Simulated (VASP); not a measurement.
Crystal: Al.

```xyz
2
Lattice="0.0000 -3.1824 0.0000 -3.1824 0.0000 0.0000 0.0000 0.0000 -3.1824" Properties=species:S:1:pos:R:3 pbc="T T T"
Al   -1.7986   -2.1497   -1.7052
Al   -2.9750   -2.6239   -3.0684
```

This isn't the form of Al at room conditions, which is fcc.

The cell isn't the ideal one: a zone-boundary wave of random shape, sigma 0.4 Å.

- Program: VASP 6.6.1
- Task: relaxation of cell and atoms
- Functional: PBE
- Potentials or basis: VASP PAW PBE potentials, release 64 (Al)
- Cutoff: 600 eV
- k mesh: 8 × 8 × 8
- Occupations: methfessel-paxton, width 0.1 eV
- Spin: no spin polarisation

At the start: pressure 50.7 GPa; volume 16.12 Å³/atom.

Question: How do energy, volume and symmetry change on relaxing?

Answer: Over 32 steps the energy falls by 2360.7 meV/atom and the volume is 16.52 Å³/atom (+2.5 %); space group Fmmm (No. 69, to 0.05 Å).

Step by step:
```
step  energy change (eV)  largest force (eV/Å)  pressure (GPa)  volume (Å³)
   1              0.0000               11.9350           50.70        32.23
   2             -3.1466                1.1034           -6.44        58.78
   3             -3.2260                1.0121           -6.46        57.17
   4             -3.2886                0.9472           -6.39        55.80
   5             -3.7078                1.2793           -1.79        43.47
   6             -3.6578                1.7538            4.50        39.08
   7             -3.7104                1.3957           -0.67        42.45
   8             -3.7121                1.4372           -0.11        41.95
   9             -3.9745                0.7659           -3.72        42.15
  10             -4.1136                0.5990           -5.49        42.18
  11             -4.0859                0.8439           -4.21        41.77
  12             -4.1476                0.7258           -5.41        42.06
  13             -4.2810                0.7603           -0.11        37.19
  14             -4.2809                0.7609            0.51        36.85
  15             -4.4496                0.5377            1.56        34.84
  16             -4.4961                0.4123            4.39        32.98
  17             -4.5972                0.2804           -2.47        35.21
  18             -4.5919                0.3802           -4.60        36.27
  19             -4.5996                0.3202           -3.54        35.70
  20             -4.6696                0.4120           -2.97        34.68
  21             -4.6709                0.4153           -2.82        34.59
  22             -4.7037                0.2557            2.05        32.30
  23             -4.7050                0.2893            1.13        32.67
  24             -4.7160                0.1136            0.14        33.00
  25             -4.7163                0.1120           -0.05        33.07
  26             -4.7187                0.0872           -0.20        33.11
  27             -4.7188                0.0906           -0.18        33.10
  28             -4.7203                0.0355            0.04        32.99
  29             -4.7206                0.0049            0.18        32.93
  30             -4.7211                0.0154           -0.09        33.04
  31             -4.7211                0.0145           -0.08        33.03
  32             -4.7214                0.0182           -0.08        33.04
```

Final structure:
```cif
data_structure
_symmetry_space_group_name_H-M 'P 1'
_symmetry_Int_Tables_number 1
_cell_length_a 2.9142
_cell_length_b 2.8948
_cell_length_c 3.9183
_cell_angle_alpha 90.057
_cell_angle_beta 89.990
_cell_angle_gamma 88.248
_cell_volume 33.04
loop_
_atom_site_label
_atom_site_type_symbol
_atom_site_fract_x
_atom_site_fract_y
_atom_site_fract_z
_atom_site_occupancy
Al1 Al 0.50059 0.49919 0.49979 1
Al2 Al 0.99941 0.00081 0.00021 1
```
